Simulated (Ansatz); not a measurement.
Electric field gradients in CrCuO2

```
CELL_PARAMETERS angstrom
1.48670 0.85835 5.70000
-1.48670 0.85835 5.70000
0.00000 -1.71669 5.70000
ATOMIC_POSITIONS crystal
Cr 0.50000 0.50000 0.50000
Cu 0.00000 0.00000 0.00000
O 0.10792 0.10792 0.10792
O 0.89208 0.89208 0.89208
```

Atom numbers follow the list: Cr1, Cu2, O3, O4.

The cell is COD entry 8104066, as deposited and not checked against the literature; nothing was relaxed.

Semilocal functionals without U often leave such compounds metallic or with too small a gap, and the real magnetic order may differ.

The magnetic state is the one reached from the start moments; no search over orders was made, so it needn't be the ground state.

The calculation used Ansatz 0.2.0, DFT, PBE, PAW with Ansatz's default frozen-core files, scalar-relativistic.

For PAW: a Γ-centred 13×13×13 k mesh, Fermi–Dirac smearing of 0.05 eV, cutoff 420 eV, spin-polarised from start moments Cr1 3 μB, ending with a cell moment of 3.00 μB.

Vzz is the principal value of largest size of the traceless field-gradient tensor, in 10²¹ V/m², and η = (Vxx − Vyy)/Vzz with |Vzz| ≥ |Vyy| ≥ |Vxx|.

Question: Give the field gradient at each independent site.

Answer: 
```json
{"site": "Cr1", "site symmetry": "-3m", "Vzz (η), PAW": "2.04 (η = 0.00)"}
{"site": "Cu2", "site symmetry": "-3m", "Vzz (η), PAW": "-4.90 (η = 0.00)"}
{"site": "O3", "site symmetry": "3m", "Vzz (η), PAW": "2.95 (η = 0.00)"}
```

Question: Taking Q(Cu-63) = -0.22 b, what quadrupole coupling constant follows at Cu2 from PAW?

Answer: Cq = eQVzz/h = 24.180 MHz × -0.22 × (-4.90) = 26.1 MHz.

Question: Taking Q(Cr-53) = -0.15 b, what quadrupole coupling constant follows at Cr1 from PAW?

Answer: Cq = eQVzz/h = 24.180 MHz × -0.15 × (2.04) = -7.4 MHz.
